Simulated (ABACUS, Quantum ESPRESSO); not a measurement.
# Ba: programs and potentials compared

```
Ba
1.0
    -2.50650    2.50650    2.50650
     2.50650   -2.50650    2.50650
     2.50650    2.50650   -2.50650
Ba
1
Direct
  0.00000 0.00000 0.00000
```

Alike in all runs: task single point; functional PBE; k mesh 6 × 6 × 6; occupations fermi-dirac, width 0.05 eV; no spin polarisation; no spin-orbit coupling. Pressure is positive in compression and, in plane waves, holds the error of the finite cutoff.

| program and potentials | plane-wave cutoff (eV) | notes | band gap (eV) | pressure (GPa) |
| --- | --- | --- | --- | --- |
| Quantum ESPRESSO, PseudoDojo 0.5 SR PBE stringent | 1225 | - | no gap | 0.12 |
| ABACUS, GBRV ultrasoft 1.5 PBE, plane waves | 544 | - | no gap | 0.10 |
| Quantum ESPRESSO, SG15 PBE 1.2 | 599 | - | no gap | 0.12 |

None finds a gap. The pressure spans 0.10 (ABACUS, GBRV ultrasoft 1.5 PBE, plane waves) to 0.12 GPa (Quantum ESPRESSO, PseudoDojo 0.5 SR PBE stringent). The k mesh is coarse, so the values compare programs but aren't converged.

The functional is the same throughout but for its coding, so the spread measures potentials, basis and numerics; runs on potential files found faulty are left out.
